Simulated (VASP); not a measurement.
# AlP (F-43m) in VASP: further runs

One crystal, AlP, is run at these levels: PBE; tasks: single point.

Everything below comes from runs of VASP 6.6.1. Logs are shortened: lines on timing, memory, paths and dates and some standing lists are left out, and cuts for length are marked.

**Measured values to compare with.**

A printed reference work, data compilation reports, for a bulk crystal of AlP at 4.2 K: band gap 2.505 eV (indirect).

The runs below are set against these values where they give the same quantity.

## 1. Starting point

Symmetry: F-43m, No. 216, cubic system. The conventional cell has a = 5.451 Å, b = 5.451 Å, c = 5.451 Å, α = 90.00°, β = 90.00°, γ = 90.00°. Al (site symmetry -43m) has 4 P at 2.36 Å as nearest neighbours. Around P (site symmetry -43m) lie 4 Al at 2.36 Å.

## 2. Single point, PBE

Input file INCAR:

```
ALGO     = Normal         # electronic algorithm
EDIFF    = 1E-7           # SCF threshold, eV
ENCUT    = 520            # plane-wave cutoff, eV
GGA      = PE             # functional
ISIF     = 2              # what is computed and relaxed
ISMEAR   = 0              # smearing method
LASPH    = T              # aspherical terms in the spheres
LCHARG   = F              # write CHGCAR
LREAL    = F              # projectors in reciprocal space
LWAVE    = F              # write WAVECAR
NBANDS   = 11             # bands
NELM     = 80             # most SCF steps
PREC     = Accurate       # precision mode
SIGMA    = 0.02           # smearing width, eV
```

Input file KPOINTS:

```
k-points
0
Gamma
  4 4 4
```

Input file POSCAR:

```
AlP
1.0
    0.0000000000      2.7255000000      2.7255000000
    2.7255000000      0.0000000000      2.7255000000
    2.7255000000      2.7255000000      0.0000000000
Al P
1 1
Direct
    0.0000000000      0.0000000000      0.0000000000
    0.2500000000      0.2500000000      0.2500000000
```

Potentials or basis: VASP PAW PBE potentials, release 64 (Al, P).

Command:

```bash
$ cat potpaw_PBE.64/Al/POTCAR potpaw_PBE.64/P/POTCAR > POTCAR
$ mpirun -np 1 vasp_std > vasp.out
```

OUTCAR:

```text
EDIFF = 1E-7
   ENCUT = 520
   GGA = PE
   ISIF = 2
   ISMEAR = 0
   LASPH = T
   LREAL = F
   NELM = 80
   PREC = Accurate

 ion  position               nearest neighbor table
   1  0.000  0.000  0.000-   2 2.36   2 2.36   2 2.36   2 2.36
   2  0.250  0.250  0.250-   1 2.36   1 2.36   1 2.36   1 2.36

  LATTYP: Found a face centered cubic cell.
 ALAT       =     5.4510000000

  Lattice vectors:

 A1 = (   0.0000000000,   2.7255000000,   2.7255000000)
 A2 = (   2.7255000000,   0.0000000000,   2.7255000000)
 A3 = (   2.7255000000,   2.7255000000,   0.0000000000)

Analysis of symmetry for initial positions (statically):
=====================================================================
 Subroutine PRICEL returns:
 Original cell was already a primitive cell.

 Routine SETGRP: Setting up the symmetry group for a
 face centered cubic supercell.

 Subroutine GETGRP returns: Found 24 space group operations
 (whereof 24 operations were pure point group operations)
 out of a pool of 48 trial point group operations.

The static configuration has the point symmetry T_d .

Analysis of symmetry for dynamics (positions and initial velocities):
=====================================================================
 Subroutine PRICEL returns:
 Original cell was already a primitive cell.

 Routine SETGRP: Setting up the symmetry group for a
 face centered cubic supercell.

 Subroutine GETGRP returns: Found 24 space group operations
 (whereof 24 operations were pure point group operations)
 out of a pool of 48 trial point group operations.

The dynamic configuration has the point symmetry T_d .

 Subroutine INISYM returns: Found 24 space group operations
 (whereof 24 operations are pure point group operations),
 and found     1 'primitive' translations

----------------------------------------------------------------------------------------

                                     Primitive cell

  volume of cell :      40.4919

  direct lattice vectors                    reciprocal lattice vectors
     0.000000000  2.725500000  2.725500000    -0.183452578  0.183452578  0.183452578
     2.725500000  0.000000000  2.725500000     0.183452578 -0.183452578  0.183452578
     2.725500000  2.725500000  0.000000000     0.183452578  0.183452578 -0.183452578

  length of vectors
     3.854439064  3.854439064  3.854439064     0.317749185  0.317749185  0.317749185

  position of ions in fractional coordinates (direct lattice)
     0.000000000  0.000000000  0.000000000
     0.250000000  0.250000000  0.250000000

[... 68 lines left out ...]
   TEBEG  =    0.0;   TEEND  =   0.0 temperature during run
   PSTRESS=    0.0 pullay stress
   NELECT =       8.0000    total number of electrons
   NUPDOWN=      -1.0000    fix difference up-down
   EMIN   =  10.00;   EMAX   =-10.00  energy-range for DOS
   EFERMI =   0.00;   METHOD = LEGACY
   ISMEAR =     0;   SIGMA  =   0.02  broadening in eV -4-tet -1-fermi 0-gaus
   EFERMI_NEDOS =   21; number of points for ismear=-14 and -15
   IALGO  =     38    algorithm
   IMIX   =      4    mixing-type and parameters
     AMIX     =   0.40;   BMIX     =  1.00
     AMIX_MAG =   1.60;   BMIX_MAG =  1.00
  volume/ion in A,a.u.               =      20.25       136.63
  Fermi-wavevector in a.u.,A,eV,Ry     =   0.953488  1.801831 12.369596  0.909140
  Thomas-Fermi vector in A             =   2.082148
   LORBIT       =      0    0 simple, 1 ext, 2 COOP (PROOUT), +10 PAW based schemes
   GGA     = PE    functional components
   LHFCALC =     F    Hartree Fock is set to
   AEXX    =    0.0000 exact exchange contribution
   IVDW    =     0    specifies the selected vdW correction
   LEPSILON=     F    determine dielectric tensor
   LRPA    =     F    only Hartree local field effects (RPA)
 non-spin polarized calculation
 Gauss-broadening in eV      SIGMA  =   0.02
  energy-cutoff  :      520.00
  volume of cell :       40.49
 maximum number of plane-waves:      1106
 NGX is ok and might be reduce to    30
   NGX = 15   NGY = 15   NGZ = 15

 number of electron       7.9999999 magnetization

 Free energy of the ion-electron system (eV)
  ---------------------------------------------------
  ext. energy  EPLUGINS =         0.00000000
  ---------------------------------------------------
  free energy    TOTEN  =       -10.27068014 eV

  energy without entropy =      -10.27068014  energy(sigma->0) =      -10.27068014

 E-fermi :   4.7776     XC(G=0):  -9.2110

 val. band max:        4.6646147779   @ k =   0.0000   0.0000   0.0000
 cond. band min:       6.2097127563   @ k =   0.5000   0.5000   0.0000
 fundamental gap:      1.5450979784
 Fermi energy:         4.7775778043

 k-point     1 :       0.0000    0.0000    0.0000
  band No.  band energies     occupation
      1      -6.8744      2.00000
      2       4.6646      2.00000
      3       4.6646      2.00000
      4       4.6646      2.00000
      5       8.0072      0.00000
      6       9.2078      0.00000
      7       9.2078      0.00000
      8       9.2078      0.00000
      9      13.4828      0.00000
     10      13.4828      0.00000
     11      14.9707      0.00000
[... 85 lines left out ...]
 k-point     8 :      -0.2500    0.5000    0.2500
  band No.  band energies     occupation
      1      -4.4530      2.00000
      2      -0.2843      2.00000
      3       1.4639      2.00000
      4       1.8216      2.00000
      5       8.9762      0.00000
      6      10.6171      0.00000
      7      10.7976      0.00000
      8      11.0415      0.00000
      9      15.9771      0.00000
     10      16.6381      0.00000
     11      18.0099      0.00000

------------------------ aborting loop because EDIFF is reached ----------------------------------------

  FORCE on cell =-STRESS in cart. coord.  units (eV):
  Direction    XX          YY          ZZ          XY          YZ          ZX
  --------------------------------------------------------------------------------------
  -------------------------------------------------------------------------------------
  Total        0.7714885      0.7714885      0.7714885      0.0000000      0.0000000      0.0000000
  in kB       30.5261120     30.5261120     30.5261120      0.0000000      0.0000000      0.0000000
  external PRESSURE =      30.5261120 kB  Pullay stress =       0.0000000 kB

 VOLUME and BASIS-vectors are now :
 -----------------------------------------------------------------------------
  energy-cutoff  :      520.00
  volume of cell :       40.49
      direct lattice vectors                 reciprocal lattice vectors
     0.000000000  2.725500000  2.725500000    -0.183452578  0.183452578  0.183452578
     2.725500000  0.000000000  2.725500000     0.183452578 -0.183452578  0.183452578
     2.725500000  2.725500000  0.000000000     0.183452578  0.183452578 -0.183452578

 POSITION                                       TOTAL-FORCE (eV/Angst)
 -----------------------------------------------------------------------------------
      0.00000      0.00000      0.00000        -0.000000     -0.000000     -0.000000
      1.36275      1.36275      1.36275         0.000000      0.000000      0.000000
 -----------------------------------------------------------------------------------
    total drift:                               -0.000000     -0.000000     -0.000000

  FREE ENERGIE OF THE ION-ELECTRON SYSTEM (eV)
  ---------------------------------------------------
  free  energy   TOTEN  =       -10.2706801392 eV

  energy  without entropy=      -10.2706801392  energy(sigma->0) =      -10.27068014
```

stdout:

```text
POSCAR found type information on POSCAR AlP
 POSCAR found :  2 types and       2 ions
 scaLAPACK will be used
 LDA part: xc-table for (Slater+PW92), standard interpolation
 POSCAR, INCAR and KPOINTS ok, starting setup
 FFT: planning ... GRIDC
 FFT: planning ... GRID_SOFT
 FFT: planning ... GRID
 WAVECAR not read
 entering main loop
```

Wall time 5.3 s (1 thread of Intel Xeon Platinum 8375C at 2.90GHz (Ice Lake), shared host); peak memory 0.15 GiB.

Results:

| Item | Value |
| --- | --- |
| Free energy | -10.2707 eV |
| Pressure | 3.1 GPa |
| Band gap on the k mesh | 1.55 eV, indirect (least direct gap 3.34 eV) |

Caveat: the k mesh is coarse (spacing up to 0.50 Å⁻¹), so the values aren't converged.

## 3. Single point, PBE

INCAR is that of step 2.

KPOINTS is that of step 2.

POSCAR is that of step 2.

Potentials or basis: VASP PAW PBE potentials, release 64 (Al, P).

Command:

```bash
$ cat potpaw_PBE.64/Al/POTCAR potpaw_PBE.64/P/POTCAR > POTCAR
$ mpirun -np 1 vasp_std > vasp.out
```

It took 5.2 s on 1 thread of Intel Xeon Platinum 8375C at 2.90GHz (Ice Lake), shared host; peak memory 0.15 GiB.

The run converged. Its results:

| Quantity | Value |
| --- | --- |
| Free energy | -10.2707 eV |
| Pressure | 3.1 GPa |
| Band gap on the k mesh | 1.55 eV, indirect (least direct gap 3.34 eV) |

Levels at points of the mesh, in eV from the valence-band top:
| k point | band 1 | band 2 | band 3 | band 4 | band 5 | band 6 | band 7 | band 8 | band 9 |
| --- | --- | --- | --- | --- | --- | --- | --- | --- | --- |
| (0.00, 0.00, 0.00) | -11.54 | 0.00 | 0.00 | 0.00 | 3.34 | 4.54 | 4.54 | 4.54 | 8.82 |
| (0.50, 0.00, 0.00) | -9.84 | -5.57 | -0.77 | -0.77 | 2.82 | 4.80 | 4.80 | 8.27 | 11.53 |
| (0.50, 0.50, 0.00) | -9.17 | -5.34 | -2.12 | -2.12 | 1.55 | 2.44 | 11.10 | 11.10 | 12.10 |

Caveat: the k mesh is coarse (spacing up to 0.50 Å⁻¹), so the values aren't converged.

## 4. Single point, PBE

INCAR is that of step 3.

Input file KPOINTS:

```
k-points
0
Gamma
  6 6 6
```

POSCAR is that of step 3.

Command:

```bash
$ cat potpaw_PBE.64/Al/POTCAR potpaw_PBE.64/P/POTCAR > POTCAR
$ mpirun -np 1 vasp_std > vasp.out
```

Run time: 7 s. Hardware: 1 thread of Intel Xeon Platinum 8375C at 2.90GHz (Ice Lake), shared host; peak memory 0.15 GiB.

The run converged. Its results:

| Quantity | Value |
| --- | --- |
| Free energy | -10.3591 eV |
| Pressure | 2.7 GPa |
| Band gap on the k mesh | 1.57 eV, indirect (least direct gap 3.35 eV) |

Levels at points of the mesh, in eV from the valence-band top:
```csv
k point,band 1,band 2,band 3,band 4,band 5,band 6,band 7,band 8,band 9
"(0.00, 0.00, 0.00)",-11.53,0.00,0.00,0.00,3.35,4.57,4.57,4.57,8.84
"(0.50, 0.00, 0.00)",-9.84,-5.55,-0.77,-0.77,2.83,4.82,4.82,8.29,11.55
"(0.50, 0.50, 0.00)",-9.17,-5.33,-2.11,-2.11,1.57,2.46,11.11,11.11,12.11
```

## 5. Single point, PBE

INCAR is that of step 4.

Input file KPOINTS:

```
k-points
0
Gamma
  8 8 8
```

POSCAR is that of step 4.

Command:

```bash
$ cat potpaw_PBE.64/Al/POTCAR potpaw_PBE.64/P/POTCAR > POTCAR
$ mpirun -np 1 vasp_std > vasp.out
```

Wall time 11 s (1 thread of Intel Xeon Platinum 8375C at 2.90GHz (Ice Lake), shared host); peak memory 0.16 GiB.

The run converged. Its results:

| Property | Result |
| --- | --- |
| Free energy | -10.3668 eV |
| Pressure | 2.6 GPa |
| Band gap on the k mesh | 1.57 eV, indirect (least direct gap 3.35 eV) |

Levels at points of the mesh, in eV from the valence-band top:
```tsv
k point	band 1	band 2	band 3	band 4	band 5	band 6	band 7	band 8
(0.00, 0.00, 0.00)	-11.53	0.00	0.00	0.00	3.35	4.57	4.57	4.57
(0.50, 0.00, 0.00)	-9.84	-5.55	-0.77	-0.77	2.83	4.82	4.82	8.29
(0.50, 0.50, 0.00)	-9.17	-5.32	-2.11	-2.11	1.57	2.47	11.12	11.12
```

## 6. Summary

| k mesh | mesh quality | gap on the mesh (eV) | pressure (GPa) |
| --- | --- | --- | --- |
| 4 × 4 × 4 | coarse | 1.55 | 3.1 |
| 6 × 6 × 6 | not flagged | 1.57 | 2.7 |
| 8 × 8 × 8 | not flagged | 1.57 | 2.6 |

Alike in all rows: task single point; level PBE; potentials or basis VASP PAW PBE potentials, release 64 (Al, P); no spin polarisation; cell as given; cutoff (eV) 520; smearing gaussian 0.02 eV.

Caveats: some runs use coarse meshes.

Total energies depend on the potentials used, so only differences within one code and one set of settings carry meaning.

## 7. How close it comes

Step 4. Against the measured gap of AlP, 2.505 eV (indirect; 4.2 K; a printed reference work, data compilation), the calculated 1.57 eV is off by -0.94 eV. The value is that of PBE on a finite k mesh, which can miss the band edges, without temperature or zero-point motion. Semilocal functionals fall short of measured gaps as a rule.

Step 5. A measured gap of AlP is 2.505 eV (indirect; 4.2 K; a printed reference work, data compilation); the calculated 1.57 eV misses it by -0.94 eV. The value is that of PBE on a finite k mesh, which can miss the band edges, without temperature or zero-point motion. Semilocal functionals fall short of measured gaps as a rule.
